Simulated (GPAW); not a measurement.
The system is Ge.

```xyz
2
Lattice="-2.5745 2.5745 1.3974 2.5745 -2.5745 1.3974 2.5745 2.5745 -1.3974" Properties=species:S:1:pos:R:3 pbc="T T T"
Ge    0.0000    0.0000    1.3974
Ge    2.5745    0.0000    0.6987
```

This isn't the form of Ge at room conditions, which is diamond.

```yaml
Program: GPAW 26.7.0
Task: relaxation of cell and atoms
Functional: LDA
Potentials_or_basis: the program's PAW data sets (release 1.2.1) made for this functional
Cutoff: 600 eV
Basis: pw
k_mesh: 8 × 8 × 8
Occupations: fermi-dirac, width 0.05 eV
Spin: no spin polarisation
```

At the start: pressure -2.7 GPa; volume 18.52 Å³/atom.

How do energy, volume and symmetry change on relaxing?

Over 6 steps the energy falls by 13.2 meV/atom and the volume is 17.95 Å³/atom (-3.1 %); space group I4_1/amd (No. 141, to 0.05 Å).

Step by step:
```tsv
step	energy change (eV)	largest force (eV/Å)	pressure (GPa)	volume (Å³)
1	0.0000	0.0000	-2.68	37.05
2	-0.0064	0.0000	-2.20	36.80
3	-0.0210	0.0000	0.89	35.47
4	-0.0218	0.0000	0.73	35.54
5	-0.0264	0.0000	-0.14	35.97
6	-0.0263	0.0000	-0.02	35.89
```

Final structure:
```xyz
2
Lattice="-2.5054 2.5054 1.4296 2.5054 -2.5054 1.4296 2.5054 2.5054 -1.4296" Properties=species:S:1:pos:R:3 pbc="T T T"
Ge    0.0000    0.0000    1.4296
Ge    2.5054    0.0000    0.7148
```

Caveat: later steps reuse the first step's grids.
